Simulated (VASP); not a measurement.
# GeSe (Germanium monoselenide) in VASP: a series of runs

The runs below take GeSe (Germanium monoselenide) through single point, relaxation of the atoms, atomic charges, with PBE, PBE+TS.

Program: VASP 6.6.1. These are calculated values, not measurements. Logs are shortened: lines on timing, memory, paths and dates and some standing lists are left out, and cuts for length are marked.

## (1) Starting point

The cell holds a molecule in a box, 2 atoms: a = 9.000 Å, b = 9.000 Å, c = 12.000 Å, α = 90.00°, β = 90.00°, γ = 90.00°.

## (2) Single point, PBE (atoms moved at random, drawn with an rms of 0.05 Å)

The input, INCAR:

```
  PREC = Accurate
  ENCUT = 520
  EDIFF = 1E-6
  ISMEAR = 0
  SIGMA = 0.01
  LREAL = False
  LASPH = True
  NELM = 100
  ALGO = Normal
  ISIF = 2
  LWAVE = False
  LCHARG = False
  GGA = PE
  NBANDS = 17
```

The input, KPOINTS:

```
regular mesh
0
Gamma
  1 1 1
```

The input, POSCAR:

```
GeSe
1.0
    9.0000000000      0.0000000000      0.0000000000
    0.0000000000      9.0000000000      0.0000000000
    0.0000000000      0.0000000000     12.0000000000
Ge Se
1 1
Direct
    0.5005330000      0.5013190000      0.4146840000
    0.4994860000      0.4990480000      0.5937350000
```

Potentials or basis: VASP PAW PBE potentials, release 64 (Ge_d, Se).

On the command line:

```
> cat potpaw_PBE.64/Ge_d/POTCAR potpaw_PBE.64/Se/POTCAR > POTCAR
> mpirun -np 1 vasp_gam > vasp.out
```

OUTCAR:

```text
PREC = Accurate
   ENCUT = 520
   EDIFF = 1E-6
   ISMEAR = 0
   LREAL = False
   LASPH = True
   NELM = 100
   ISIF = 2
   GGA = PE

 ion  position               nearest neighbor table
   1  0.501  0.501  0.415-   2 2.15
   2  0.499  0.499  0.594-   1 2.15

  LATTYP: Found a simple tetragonal cell.
 ALAT       =     9.0000000000
 C/A-ratio  =     1.3333333333

  Lattice vectors:

 A1 = (   9.0000000000,   0.0000000000,   0.0000000000)
 A2 = (   0.0000000000,   9.0000000000,   0.0000000000)
 A3 = (   0.0000000000,   0.0000000000,  12.0000000000)

Analysis of symmetry for initial positions (statically):
=====================================================================
 Subroutine PRICEL returns:
 Original cell was already a primitive cell.

 Routine SETGRP: Setting up the symmetry group for a
 simple tetragonal supercell.

 Subroutine GETGRP returns: Found  1 space group operations
 (whereof  1 operations were pure point group operations)
 out of a pool of 16 trial point group operations.

The static configuration has the point symmetry C_1 .

Analysis of symmetry for dynamics (positions and initial velocities):
=====================================================================
 Subroutine PRICEL returns:
 Original cell was already a primitive cell.

 Routine SETGRP: Setting up the symmetry group for a
 simple tetragonal supercell.

 Subroutine GETGRP returns: Found  1 space group operations
 (whereof  1 operations were pure point group operations)
 out of a pool of 16 trial point group operations.

The dynamic configuration has the point symmetry C_1 .

 Subroutine INISYM returns: Found  1 space group operations
 (whereof  1 operations are pure point group operations),
 and found     1 'primitive' translations

----------------------------------------------------------------------------------------

                                     Primitive cell

  volume of cell :     972.0000

  direct lattice vectors                    reciprocal lattice vectors
     9.000000000  0.000000000  0.000000000     0.111111111  0.000000000  0.000000000
     0.000000000  9.000000000  0.000000000     0.000000000  0.111111111  0.000000000
     0.000000000  0.000000000 12.000000000     0.000000000  0.000000000  0.083333333

  length of vectors
     9.000000000  9.000000000 12.000000000     0.111111111  0.111111111  0.083333333

  position of ions in fractional coordinates (direct lattice)
     0.500533000  0.501319000  0.414684000
     0.499486000  0.499048000  0.593735000

  ion indices of the primitive-cell ions
   primitive index   ion index
                 1           1
                 2           2

----------------------------------------------------------------------------------------

 KPOINTS: regular mesh

Automatic generation of k-mesh.
 Grid dimensions read from file:
 generate k-points for:    1    1    1

 Generating k-lattice:

  Cartesian coordinates                     Fractional coordinates (reciprocal lattice)
     0.111111111  0.000000000  0.000000000     1.000000000  0.000000000  0.000000000
     0.000000000  0.111111111  0.000000000     0.000000000  1.000000000  0.000000000
     0.000000000  0.000000000  0.083333333     0.000000000  0.000000000  1.000000000

  Length of vectors
     0.111111111  0.111111111  0.083333333

  Shift w.r.t. Gamma in fractional coordinates (k-lattice)
     0.000000000  0.000000000  0.000000000

 Subroutine IBZKPT returns following result:
 ===========================================

 Found      1 irreducible k-points:

 Following reciprocal coordinates:
            Coordinates               Weight
  0.000000  0.000000  0.000000      1.000000
   k-points           NKPTS =      1   k-points in BZ     NKDIM =      1   number of bands    NBANDS=     17
   number of dos      NEDOS =    301   number of ions     NIONS =      2
   total plane-waves  NPLWV = 441000
   dimension x,y,z NGX =    70 NGY =   70 NGZ =   90
   dimension x,y,z NGXF=   140 NGYF=  140 NGZF=  180
   ions per type =               1   1
   NGX,Y,Z   is equivalent  to a cutoff of  12.93, 12.93, 12.47 a.u.
   NGXF,Y,Z  is equivalent  to a cutoff of  25.86, 25.86, 24.94 a.u.
 SYSTEM =  unknown system
   PREC   = accura    normal or accurate (medium, high low for compatibility)
   ISTART =      0    job   : 0-new  1-cont  2-samecut
   ICHARG =      2    charge: 1-file 2-atom 10-const
   ISPIN  =      1    spin polarized calculation?
   LNONCOLLINEAR =      F non collinear calculations
   LSORBIT =      F    spin-orbit coupling
   LASPH  =      T    aspherical Exc in radial PAW
   ENCUT  =  520.0 eV  38.22 Ry    6.18 a.u.  16.73 16.73 22.31*2*pi/ulx,y,z
   NELM   =    100;   NELMIN=  2; NELMDL= -5     # of ELM steps
   EDIFF  = 0.1E-05   stopping-criterion for ELM
   LREAL  =      F    real-space projection
   EDIFFG = 0.1E-04   stopping-criterion for IOM
   NSW    =      0    number of steps for IOM
   IBRION =     -1    ionic relax: 0-MD 1-quasi-New 2-CG
   NFREE  =      0    steps in history (QN), initial steepest desc. (CG)
   ISIF   =      2    stress and relaxation
   ISYM   =      2    0-nonsym 1-usesym 2-fastsym
   POTIM  = 0.5000    time-step for ionic-motion
   TEBEG  =    0.0;   TEEND  =   0.0 temperature during run
   PSTRESS=    0.0 pullay stress
   NELECT =      20.0000    total number of electrons
   NUPDOWN=      -1.0000    fix difference up-down
   EMIN   =  10.00;   EMAX   =-10.00  energy-range for DOS
   EFERMI =   0.00;   METHOD = LEGACY
   ISMEAR =     0;   SIGMA  =   0.01  broadening in eV -4-tet -1-fermi 0-gaus
   EFERMI_NEDOS =   21; number of points for ismear=-14 and -15
   IALGO  =     38    algorithm
   IMIX   =      4    mixing-type and parameters
     AMIX     =   0.40;   BMIX     =  1.00
     AMIX_MAG =   1.60;   BMIX_MAG =  1.00
  volume/ion in A,a.u.               =     486.00      3279.69
  Fermi-wavevector in a.u.,A,eV,Ry     =   0.448604  0.847738  2.738107  0.201245
  Thomas-Fermi vector in A             =   1.428188
   LORBIT       =      0    0 simple, 1 ext, 2 COOP (PROOUT), +10 PAW based schemes
   GGA     = PE    functional components
   LHFCALC =     F    Hartree Fock is set to
   AEXX    =    0.0000 exact exchange contribution
   IVDW    =     0    specifies the selected vdW correction
   LEPSILON=     F    determine dielectric tensor
   LRPA    =     F    only Hartree local field effects (RPA)
 non-spin polarized calculation
 Gauss-broadening in eV      SIGMA  =   0.01
  energy-cutoff  :      520.00
  volume of cell :      972.00
 maximum number of plane-waves:     13093
 NGX is ok and might be reduce to    70
   NGX = 33   NGY = 33   NGZ = 45

 number of electron      20.0000008 magnetization

 Free energy of the ion-electron system (eV)
  ---------------------------------------------------
  ext. energy  EPLUGINS =         0.00000000
  ---------------------------------------------------
  free energy    TOTEN  =        -7.06408188 eV

  energy without entropy =       -7.06408188  energy(sigma->0) =       -7.06408188

 E-fermi :  -6.0505     XC(G=0):  -1.2701

 val. band max:       -6.1233499548   @ k =   0.0000   0.0000   0.0000
 cond. band min:      -2.7442133265   @ k =   0.0000   0.0000   0.0000
 fundamental gap:      3.3791366283
 Fermi energy:        -6.0505209404

 k-point     1 :       0.0000    0.0000    0.0000
  band No.  band energies     occupation
      1     -29.0635      2.00000
      2     -29.0635      2.00000
      3     -28.9265      2.00000
      4     -28.9062      2.00000
      5     -28.9062      2.00000
      6     -17.0341      2.00000
[... 9 lines left out ...]
     16       1.1081      0.00000
     17       1.4611      0.00000

------------------------ aborting loop because EDIFF is reached ----------------------------------------

  FORCE on cell =-STRESS in cart. coord.  units (eV):
  Direction    XX          YY          ZZ          XY          YZ          ZX
  --------------------------------------------------------------------------------------
  -------------------------------------------------------------------------------------
  Total        0.0233923      0.0229546      0.4563400      0.0000635     -0.0043142     -0.0020173
  in kB        0.0385583      0.0378368      0.7521992      0.0001047     -0.0071112     -0.0033253
  external PRESSURE =       0.2761981 kB  Pullay stress =       0.0000000 kB

 VOLUME and BASIS-vectors are now :
 -----------------------------------------------------------------------------
  energy-cutoff  :      520.00
  volume of cell :      972.00
      direct lattice vectors                 reciprocal lattice vectors
     9.000000000  0.000000000  0.000000000     0.111111111  0.000000000  0.000000000
     0.000000000  9.000000000  0.000000000     0.000000000  0.111111111  0.000000000
     0.000000000  0.000000000 12.000000000     0.000000000  0.000000000  0.083333333

 POSITION                                       TOTAL-FORCE (eV/Angst)
 -----------------------------------------------------------------------------------
      4.50480      4.51187      4.97621         0.000963      0.002194     -0.224232
      4.49537      4.49143      7.12482        -0.000963     -0.002194      0.224232
 -----------------------------------------------------------------------------------
    total drift:                                0.000007      0.000206     -0.001203

  FREE ENERGIE OF THE ION-ELECTRON SYSTEM (eV)
  ---------------------------------------------------
  free  energy   TOTEN  =        -7.0640818826 eV

  energy  without entropy=       -7.0640818826  energy(sigma->0) =       -7.06408188
```

Wall time 44 s (1 thread of Intel Xeon Platinum 8488C (Sapphire Rapids), shared host); peak memory 0.74 GiB.

What came out:

- Free energy: -7.0641 eV
- Largest force: 0.224 eV/Å
- Gap between the frontier levels: 3.38 eV

Forces on the atoms (eV/Å):
```
Ge   0.001  0.002 -0.224
Se  -0.001 -0.002  0.224
```

Levels at points of the mesh, in eV from the valence-band top:
```tsv
k point	band 6	band 7	band 8	band 9	band 10	band 11	band 12	band 13	band 14	band 15
(0.00, 0.00, 0.00)	-10.91	-5.19	-0.10	0.00	0.00	3.38	3.38	5.79	6.16	6.84
```

(Continued in part 2 of 2.)
